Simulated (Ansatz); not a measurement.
**TaN: input, output and frames of a trajectory**

These are results of DFT PBE, scalar-relativistic, plane waves, PAW in Ansatz 0.2.0, not measurements. Settings: plane waves to 420 eV, k-mesh 3×3×4 (shifted by 0.0, 0.0, 0.5 steps), Fermi–Dirac smearing 0.05 eV. The mesh is coarse. Spin–orbit coupling is left out, which matters for the heavy elements here. No spin polarisation.

16 atoms, starting at 1.00 times the perfect crystal's volume (space group P6_3/mmc, not the usual structure); Langevin thermostat at 450 K (friction 0.02 fs⁻¹), fixed cell; 116 steps of 2 fs. The run is short and not equilibrated. The crystal has no gap, and so coarse a mesh can leave errors of tens of meV/atom and of a GPa or more.

The run converged.

The run took 20 min on 4 threads of Intel(R) Xeon(R) Processor @ 2.50GHz (Skylake/Cascade Lake), on a shared host, peak memory 0.94 GiB.

Command:
```bash
ansatz run input.yaml --threads 4 --pin off --max-ram 9216MiB --backend cpu --events-out ev --progress --plain --runs-dir out
```

Input:
```yaml
crystal:
  lattice:
    - [2.9171012907, -5.0525676462, 0.0]
    - [-5.8342025813, 0.0, 0.0]
    - [0.0, 0.0, -5.914845506]
  atoms:
    - { symbol: Ta, position: [0.504810101, 0.5106484961, 0.0161531126] }
    - { symbol: Ta, position: [0.996625019, 0.5056024409, 0.005255952] }
    - { symbol: Ta, position: [0.5008442443, 1.0032058868, 0.0006168717] }
    - { symbol: Ta, position: [1.0088398503, 1.0026983548, -0.0015744637] }
    - { symbol: Ta, position: [0.4999643218, 0.5008827059, 0.504990345] }
    - { symbol: Ta, position: [1.004346551, 0.5053153269, 0.4959679654] }
    - { symbol: Ta, position: [0.5062762588, 1.0057256313, 0.4993221206] }
    - { symbol: Ta, position: [1.0073895206, 1.0089660671, 0.5075565503] }
    - { symbol: "N", position: [0.1689567148, 0.335586256, 0.7603411738] }
    - { symbol: "N", position: [0.6668631794, 0.3279574568, 0.7573480706] }
    - { symbol: "N", position: [0.1575536697, 0.8315728265, 0.7592167658] }
    - { symbol: "N", position: [0.6625404432, 0.8296051026, 0.7527868651] }
    - { symbol: "N", position: [0.3456019328, 0.1690683002, 0.2574434992] }
    - { symbol: "N", position: [0.8266105426, 0.1610991015, 0.2540296035] }
    - { symbol: "N", position: [0.320482678, 0.6491744636, 0.2540357392] }
    - { symbol: "N", position: [0.8362921252, 0.6760784267, 0.2551938102] }
basis:
  ecutwfc: 420
kpoints:
  mp_grid: { grid: [3, 3, 4], shift: [0.0, 0.0, 0.5] }
hamiltonian:
  xc: pbe
scf:
  occupations: { method: fermi_dirac, width: 0.05 }
  lower_state_search: "off"
  convergence: { dr2_threshold: 1.0e-07 }
output:
  forces: true
  stress: true
md:
  timestep: 2.0
  n_steps: 116
  ensemble: nvt_langevin
  temperature: 450.0
  initial_velocities: maxwell_boltzmann
  seed: 68230
  friction: 0.02
```

Output (its end):
```
...
md step   116: t =   232.00 fs T =   537.2 K  F+E_penalty+E_count = -82544.25356153 eV  E_kin = 1.110919 eV  P_inst = 2.5953 GPa (7 SCF iters)
SCF converged after 7 iterations
Free energy (F): -82544.253562 eV
Harris-Foulkes:  -82544.253562 eV  (|F-HF|=1.78e-8)
Internal energy: -82544.218084 eV  (E = F + TS)
E sigma→0 (E₀):  -82544.235823 eV
Entropy (-TS):   -0.035478 eV (-2.217 meV/atom)
Fermi energy:    19.944809 eV
--- Per-component energies (eV) ---
  E_band       = -439.255157
  E_kinetic    = 3995.376182
  E_local      = -4898.391005  (includes V_loc(G=0)·N_el)
  E_nonlocal   = 481.166640
  E_hartree    = 1650.907079
  E_xc         = -2238.708459
  E_vxc        = -2257.908671  (∫ρ·V_xc dr)
  E_paw        = -68193.909333  (= ΣΔE_a)
  E_vpaw       = -1061.313893  (= ΣTr[D̂ρ^β])
  E_aug_tail   = 0.001818  (compensation charges beyond the density's cutoff)
  E_ewald      = -13340.661005
  E_smearing   = -0.035478  (= −TS)
  E_closure    = 0.000000  (closes the sum)
  Σ components = -82544.253562   (vs F -82544.253562, Δ=0.00e0)
--- Forces (eV/Å), atoms counted from 1 ---
  atom   1  Ta    -0.84487273    -1.21910465    -1.86543192
  atom   2  Ta     1.54994353     0.15928346    -0.46593829
  atom   3  Ta    -0.80328492    -0.53208265    -1.26964665
  atom   4  Ta     0.07536217     0.49279222     0.87535029
  atom   5  Ta     0.16540968     0.23964344     0.26631005
  atom   6  Ta     1.30456122    -1.01123749    -0.11664318
  atom   7  Ta    -0.07473080     0.10184937     1.81880482
  atom   8  Ta    -1.64538941     0.02976855    -0.00642123
  atom   9  N      0.34581583     1.08850712     0.77055214
  atom  10  N      0.58209514     0.54178282     0.78240051
  atom  11  N      0.31823506     0.03735385    -0.39347738
  atom  12  N     -1.01603919     0.18231409     0.25035037
  atom  13  N     -0.00800346     0.09460226    -0.13497353
  atom  14  N      1.06485602     0.27290544    -0.46217712
  atom  15  N     -0.03175484    -0.03355428     0.49558205
  atom  16  N     -0.98221565    -0.44481616    -0.54461397
  max |Σ_I F_I| component: 2.69e-5 eV/Å
--- Stress (GPa, compression-positive) ---
        1.472027      -0.112062      -0.045943
       -0.112062       4.345414       0.522319
       -0.045942       0.522319      -0.073097
  P = ⅓ Tr σ = 1.9148 GPa (19.148 kbar)
--- MD trajectory: 116 steps, t = 0.0 → 232.0 fs ---
  final state: T = 537.2 K   F+E_penalty+E_count = -82544.25356153 eV   E_kin = 1.110919 eV
```

Frames along the run (Å, eV/Å; dE is the potential energy from the first frame):

```xyz
16
Lattice="2.917 -5.053 0.000 -5.834 0.000 0.000 0.000 0.000 -5.915" Properties=species:S:1:pos:R:3:forces:R:3 pbc="T T T" time_fs=0.00 dE_eV=0.0000 T_K=422
Ta   -1.507   -2.551   -0.096    0.721    0.252    1.618
Ta   -0.043   -5.036   -0.031    0.601   -0.195    0.451
Ta   -4.392   -2.531   -0.004    0.177   -0.100   -0.187
Ta   -2.907   -5.097    0.009   -0.454    0.786   -1.026
Ta   -1.464   -2.526   -2.987    0.004   -0.070   -0.688
Ta   -0.018   -5.075   -2.934    0.336    0.478   -1.402
Ta   -4.391   -2.558   -2.953    0.187    0.229   -0.714
Ta   -2.948   -5.090   -3.002    0.189    0.479    0.496
N    -1.465   -0.854   -4.497   -0.207   -0.065    0.297
N     0.032   -3.369   -4.480   -0.431    0.017    0.299
N    -4.392   -0.796   -4.491    0.213   -0.610    0.724
N    -2.907   -3.348   -4.453   -0.202   -0.415   -0.181
N     0.022   -1.746   -1.523   -0.392    0.692    0.320
N     1.471   -4.177   -1.503   -0.246   -0.532    0.186
N    -2.853   -1.619   -1.503   -0.814   -0.881   -0.017
N    -1.505   -4.225   -1.509    0.318   -0.066   -0.176
16
Lattice="2.917 -5.053 0.000 -5.834 0.000 0.000 0.000 0.000 -5.915" Properties=species:S:1:pos:R:3:forces:R:3 pbc="T T T" time_fs=20.00 dE_eV=0.2804 T_K=447
Ta   -1.477   -2.544   -0.077   -0.558   -0.117    0.593
Ta   -0.014   -5.046   -0.020   -0.804   -0.187    0.217
Ta   -4.369   -2.563   -0.025   -0.365    0.886    0.510
Ta   -2.959   -5.079    0.022    0.912    0.627   -0.306
Ta   -1.464   -2.483   -3.021    0.178   -0.920    0.316
Ta    0.023   -5.117   -2.931   -0.891    1.547   -1.433
Ta   -4.385   -2.560   -2.977   -0.588    0.535   -0.173
Ta   -2.957   -5.071   -2.932    0.514    0.123   -0.416
N    -1.486   -0.718   -4.472    0.127   -1.410    0.265
N    -0.126   -3.337   -4.545    1.418   -0.277    0.752
N    -4.351   -0.849   -4.459   -0.598   -0.128    0.456
N    -2.955   -3.351   -4.411    0.206   -0.283   -0.429
N    -0.038   -1.706   -1.421    0.309    0.309   -0.963
N     1.411   -4.209   -1.410    0.572   -0.270   -1.151
N    -2.940   -1.678   -1.600   -0.148   -0.509    1.406
N    -1.460   -4.211   -1.540   -0.284    0.073    0.355
16
Lattice="2.917 -5.053 0.000 -5.834 0.000 0.000 0.000 0.000 -5.915" Properties=species:S:1:pos:R:3:forces:R:3 pbc="T T T" time_fs=38.00 dE_eV=0.4376 T_K=365
Ta   -1.443   -2.552   -0.067   -0.612   -0.272    0.404
Ta   -0.015   -5.067    0.016   -0.740   -0.131   -0.334
Ta   -4.361   -2.566   -0.035   -0.969    0.262    1.009
Ta   -2.973   -5.063    0.006    1.059   -0.386    0.249
Ta   -1.453   -2.479   -3.036   -0.724   -1.426    0.698
Ta    0.059   -5.117   -2.948   -1.637    0.705   -0.006
Ta   -4.398   -2.541   -3.014    0.111   -0.398    0.919
Ta   -2.945   -5.044   -2.881    0.207   -0.203   -1.908
N    -1.517   -0.852   -4.468    0.510   -0.210   -0.097
N    -0.037   -3.382   -4.471    0.079   -0.090    0.327
N    -4.418   -0.890   -4.329    0.404    0.499   -1.264
N    -2.969   -3.481   -4.439    0.218    1.305   -0.226
N    -0.119   -1.669   -1.563    1.164   -0.565    0.956
N     1.456   -4.242   -1.442   -0.439    0.090   -0.265
N    -3.028   -1.759   -1.423    1.259    1.016   -1.327
N    -1.469   -4.204   -1.569    0.111   -0.195    0.865
16
Lattice="2.917 -5.053 0.000 -5.834 0.000 0.000 0.000 0.000 -5.915" Properties=species:S:1:pos:R:3:forces:R:3 pbc="T T T" time_fs=58.00 dE_eV=0.4641 T_K=495
Ta   -1.439   -2.563   -0.037   -0.271   -0.134   -0.493
Ta   -0.036   -5.070    0.072    0.059   -0.318   -1.960
Ta   -4.370   -2.539   -0.001   -0.196    0.155   -0.581
Ta   -2.977   -5.024   -0.006    1.466   -0.824    0.572
Ta   -1.428   -2.505   -3.043   -0.519   -0.638    1.597
Ta    0.090   -5.103   -2.965   -1.392    0.222    0.818
Ta   -4.398   -2.508   -3.028    0.610   -0.479    1.424
Ta   -2.918   -5.005   -2.867    0.161   -1.018   -2.118
N    -1.496   -0.947   -4.527    0.255    1.142    0.750
N     0.012   -3.479   -4.422    0.058    1.402   -0.217
N    -4.464   -0.857   -4.440    0.839   -0.007    0.218
N    -2.896   -3.362   -4.472   -0.330   -0.359    0.249
N     0.024   -1.752   -1.527   -0.132    0.586    0.351
N     1.446   -4.266   -1.423   -0.164    0.627   -0.568
N    -2.841   -1.654   -1.452   -0.742   -0.754   -0.383
N    -1.473   -4.261   -1.508    0.295    0.397    0.340
16
Lattice="2.917 -5.053 0.000 -5.834 0.000 0.000 0.000 0.000 -5.915" Properties=species:S:1:pos:R:3:forces:R:3 pbc="T T T" time_fs=78.00 dE_eV=0.8743 T_K=338
Ta   -1.427   -2.561   -0.039   -0.157    1.279    0.191
Ta   -0.075   -5.061    0.077    1.822    0.234   -2.237
Ta   -4.395   -2.515    0.006    1.036   -0.078   -0.690
Ta   -2.967   -4.993   -0.007    0.986   -0.419    0.185
Ta   -1.414   -2.551   -3.036    0.252    1.105    1.983
Ta    0.099   -5.096   -2.987   -1.090    0.880    1.124
Ta   -4.378   -2.505   -3.011    0.664    0.457    1.117
Ta   -2.890   -4.965   -2.893    0.197   -1.109   -1.247
N    -1.407   -0.741   -4.467   -0.321   -0.941    0.494
N     0.052   -3.399   -4.442   -0.234    0.506   -0.201
N    -4.427   -0.824   -4.540    0.342    0.051    1.562
N    -2.806   -3.230   -4.417   -1.389   -1.458   -0.609
N     0.130   -1.690   -1.415   -1.376    0.926   -1.009
N     1.438   -4.094   -1.530    0.548   -1.299    0.462
N    -2.801   -1.671   -1.524   -0.770    0.041    0.342
N    -1.409   -4.192   -1.386   -0.510   -0.176   -1.465
16
Lattice="2.917 -5.053 0.000 -5.834 0.000 0.000 0.000 0.000 -5.915" Properties=species:S:1:pos:R:3:forces:R:3 pbc="T T T" time_fs=96.00 dE_eV=0.5373 T_K=396
Ta   -1.407   -2.540   -0.043   -0.676    1.341    0.114
Ta   -0.070   -5.068    0.040    1.381    0.491   -1.162
Ta   -4.415   -2.486   -0.005    1.083    0.429   -0.550
Ta   -2.936   -4.956    0.023    0.528   -0.886   -0.143
Ta   -1.423   -2.581   -3.035    0.059    1.864    1.218
Ta    0.115   -5.081   -2.995   -1.148    1.070    1.169
Ta   -4.370   -2.491   -2.976    0.251    0.194    0.575
Ta   -2.883   -4.965   -2.903   -0.072   -0.654   -1.088
N    -1.387   -0.765   -4.407   -0.287   -0.482   -0.549
N     0.062   -3.313   -4.473   -0.717   -0.462    0.229
N    -4.332   -0.794   -4.354   -0.292    0.059   -0.835
N    -2.953   -3.244   -4.414    0.772   -0.964   -0.654
N    -0.028   -1.547   -1.502    0.532   -1.216    0.258
N     1.554   -4.130   -1.535   -0.963   -0.166    0.996
N    -2.882   -1.674   -1.549   -0.162    0.375    0.516
N    -1.381   -4.112   -1.487   -0.288   -0.991   -0.094
16
Lattice="2.917 -5.053 0.000 -5.834 0.000 0.000 0.000 0.000 -5.915" Properties=species:S:1:pos:R:3:forces:R:3 pbc="T T T" time_fs=116.00 dE_eV=0.6036 T_K=482
Ta   -1.404   -2.514   -0.049   -0.844   -0.061    0.402
Ta   -0.046   -5.045   -0.003    0.416    0.180    0.319
Ta   -4.412   -2.472   -0.011    0.406   -0.001    0.835
Ta   -2.901   -4.956    0.048    0.385   -1.455   -0.441
Ta   -1.459   -2.540   -3.027    0.313    0.617    0.749
Ta    0.125   -5.068   -2.964   -1.317    0.674    0.386
Ta   -4.382   -2.484   -2.932    0.133   -0.524   -0.453
Ta   -2.893   -4.993   -2.929   -0.548   -0.466   -0.107
N    -1.455   -0.931   -4.476    0.269    1.692    0.058
N     0.015   -3.338   -4.454   -0.141   -0.046    0.148
N    -4.300   -0.769   -4.303   -0.746   -0.582   -1.145
N    -2.901   -3.328   -4.465   -0.425   -0.136    0.305
N    -0.093   -1.646   -1.488    1.077   -0.079   -0.129
N     1.519   -4.222   -1.338   -0.726    0.631   -1.306
N    -3.112   -1.589   -1.473    2.159   -0.505   -0.162
N    -1.411   -4.182   -1.539   -0.410    0.061    0.539
16
Lattice="2.917 -5.053 0.000 -5.834 0.000 0.000 0.000 0.000 -5.915" Properties=species:S:1:pos:R:3:forces:R:3 pbc="T T T" time_fs=136.00 dE_eV=0.3669 T_K=457
Ta   -1.445   -2.501   -0.013    0.066   -0.524   -0.340
Ta   -0.020   -5.018   -0.003    0.186   -0.044    0.495
Ta   -4.393   -2.477   -0.015    0.360   -0.341    1.241
Ta   -2.891   -4.997    0.034    0.091   -0.738   -0.892
Ta   -1.464   -2.502   -3.021    0.161   -0.106    0.972
Ta    0.111   -5.040   -2.921   -1.485   -0.023   -0.584
Ta   -4.421   -2.461   -2.894    1.339   -0.904   -1.618
Ta   -2.909   -5.022   -2.953    0.080   -0.022   -0.021
N    -1.489   -0.840   -4.534    0.559    0.005    1.105
N     0.054   -3.431   -4.420   -0.424    1.453   -0.010
N    -4.358   -0.748   -4.455   -0.136   -1.048    0.720
N    -2.905   -3.391   -4.522    0.057    0.788    1.139
N     0.036   -1.761   -1.494   -0.928    1.159    0.220
N     1.487   -4.199   -1.381   -0.131    0.191   -0.989
N    -2.926   -1.627   -1.407    0.375   -0.629   -0.837
N    -1.448   -4.254   -1.459   -0.171    0.785   -0.600
16
Lattice="2.917 -5.053 0.000 -5.834 0.000 0.000 0.000 0.000 -5.915" Properties=species:S:1:pos:R:3:forces:R:3 pbc="T T T" time_fs=154.00 dE_eV=0.4656 T_K=400
Ta   -1.466   -2.489    0.005    0.429   -0.384   -0.075
Ta   -0.015   -5.021    0.020    0.307    0.370    0.056
Ta   -4.361   -2.480   -0.028   -0.042   -0.075    1.171
Ta   -2.911   -5.043    0.021    0.380    0.973   -0.508
Ta   -1.446   -2.495   -3.000   -0.074   -0.010    0.561
Ta    0.066   -5.034   -2.878   -1.143    0.402   -1.653
Ta   -4.423   -2.451   -2.893    1.012   -0.387   -1.845
Ta   -2.929   -5.041   -2.966    0.587    0.818    0.261
N    -1.415   -0.726   -4.439   -0.729   -0.957    0.004
N    -0.048   -3.311   -4.411    1.088   -0.366   -0.316
N    -4.344   -0.787   -4.431   -0.354   -0.161    0.130
N    -2.936   -3.303   -4.498    0.278   -0.165    0.924
N    -0.001   -1.597   -1.439    0.285   -0.504   -0.599
N     1.447   -4.116   -1.531    0.259   -0.604    1.108
N    -2.717   -1.714   -1.500   -2.944    1.360    0.377
N    -1.491   -4.158   -1.512    0.661   -0.310    0.405
16
Lattice="2.917 -5.053 0.000 -5.834 0.000 0.000 0.000 0.000 -5.915" Properties=species:S:1:pos:R:3:forces:R:3 pbc="T T T" time_fs=174.00 dE_eV=0.1917 T_K=595
Ta   -1.456   -2.481    0.018    0.092    0.171    0.257
Ta   -0.024   -5.037    0.050    0.621    0.418    0.309
Ta   -4.310   -2.474   -0.042   -1.051   -0.211    1.720
Ta   -2.910   -5.042   -0.014    0.025    0.625    1.047
Ta   -1.434   -2.515   -2.944   -0.105    0.559   -0.043
Ta    0.001   -4.992   -2.852    0.296   -0.011   -1.504
Ta   -4.383   -2.490   -2.938    0.055   -0.029   -0.563
Ta   -2.930   -5.014   -2.958    0.164    0.202    0.298
N    -1.494   -0.811   -4.381    0.696    0.291   -0.204
N     0.043   -3.231   -4.440   -0.520   -1.003    0.079
N    -4.292   -0.740   -4.304   -1.041   -0.606   -1.195
N    -2.915   -3.320   -4.395    0.049   -0.136   -0.424
N    -0.002   -1.620   -1.461    0.042   -0.218   -0.160
N     1.456   -4.166   -1.457    0.429   -0.029    0.351
N    -2.985   -1.673   -1.494    1.250    0.696    0.179
N    -1.375   -4.108   -1.424   -1.001   -0.719   -0.147
16
Lattice="2.917 -5.053 0.000 -5.834 0.000 0.000 0.000 0.000 -5.915" Properties=species:S:1:pos:R:3:forces:R:3 pbc="T T T" time_fs=194.00 dE_eV=0.3844 T_K=554
Ta   -1.436   -2.469    0.051    0.230    0.310   -0.169
Ta   -0.019   -5.045    0.042    1.031    0.662    1.058
Ta   -4.302   -2.461   -0.039   -1.421   -0.521    1.190
Ta   -2.882   -5.028   -0.019   -0.460   -0.397    1.207
Ta   -1.434   -2.513   -2.906   -0.144    0.421   -0.625
Ta   -0.036   -4.933   -2.855    1.159   -1.239   -1.361
Ta   -4.351   -2.536   -3.001    0.048    0.735    1.018
Ta   -2.882   -4.989   -2.962   -0.469   -0.253    0.349
N    -1.433   -0.811   -4.345   -0.198    0.010   -0.431
N     0.084   -3.313   -4.441   -0.941   -0.139    0.334
N    -4.377   -0.755   -4.393    0.508   -0.576   -0.147
N    -2.897   -3.326   -4.439    0.129   -0.081   -0.228
N     0.027   -1.690   -1.549   -0.070    0.493    0.970
N     1.555   -4.205   -1.390   -1.168    0.620   -0.937
N    -2.986   -1.574   -1.362    1.507   -0.742   -1.893
N    -1.461   -4.206   -1.397    0.258    0.697   -0.336
16
Lattice="2.917 -5.053 0.000 -5.834 0.000 0.000 0.000 0.000 -5.915" Properties=species:S:1:pos:R:3:forces:R:3 pbc="T T T" time_fs=212.00 dE_eV=0.6088 T_K=304
Ta   -1.393   -2.425    0.076   -0.315   -0.179   -1.362
Ta   -0.017   -5.033    0.044    1.122   -0.015   -0.114
Ta   -4.298   -2.457    0.003   -0.708   -0.350   -1.298
Ta   -2.871   -5.034   -0.017   -0.689   -0.337    0.236
Ta   -1.435   -2.510   -2.913   -0.055    0.692   -0.522
Ta   -0.034   -4.922   -2.876    1.547   -1.684   -0.895
Ta   -4.327   -2.551   -3.027   -0.207    0.756    1.477
Ta   -2.811   -4.970   -2.950   -1.850   -0.761   -0.554
N    -1.425   -0.791   -4.369   -0.163   -0.061   -0.264
N    -0.081   -3.419   -4.374    1.350    1.228   -0.845
N    -4.398   -0.896   -4.470    0.436    1.227    0.882
N    -2.837   -3.374   -4.545   -0.713    0.545    1.279
N     0.030   -1.651   -1.538    0.262    0.111    0.403
N     1.466   -4.099   -1.451    0.193   -0.825   -0.207
N    -2.819   -1.581   -1.501   -0.863   -0.766    0.580
N    -1.481   -4.184   -1.490    0.653    0.420    1.204
16
Lattice="2.917 -5.053 0.000 -5.834 0.000 0.000 0.000 0.000 -5.915" Properties=species:S:1:pos:R:3:forces:R:3 pbc="T T T" time_fs=232.00 dE_eV=0.4232 T_K=537
Ta   -1.363   -2.380    0.075   -0.845   -1.219   -1.865
Ta   -0.032   -5.044    0.043    1.550    0.159   -0.466
Ta   -4.277   -2.435    0.028   -0.803   -0.532   -1.270
Ta   -2.896   -5.043   -0.020    0.075    0.493    0.875
Ta   -1.419   -2.497   -2.939    0.165    0.240    0.266
Ta   -0.017   -4.922   -2.915    1.305   -1.011   -0.117
Ta   -4.320   -2.521   -3.023   -0.075    0.102    1.819
Ta   -2.790   -4.976   -2.930   -1.645    0.030   -0.006
N    -1.441   -0.837   -4.421    0.346    1.089    0.771
N     0.017   -3.360   -4.502    0.582    0.542    0.782
N    -4.367   -0.809   -4.381    0.318    0.037   -0.393
N    -2.793   -3.335   -4.467   -1.016    0.182    0.250
N     0.065   -1.630   -1.481   -0.008    0.095   -0.135
N     1.421   -4.171   -1.405    1.065    0.273   -0.462
N    -2.877   -1.632   -1.526   -0.032   -0.034    0.496
N    -1.360   -4.110   -1.385   -0.982   -0.445   -0.545
```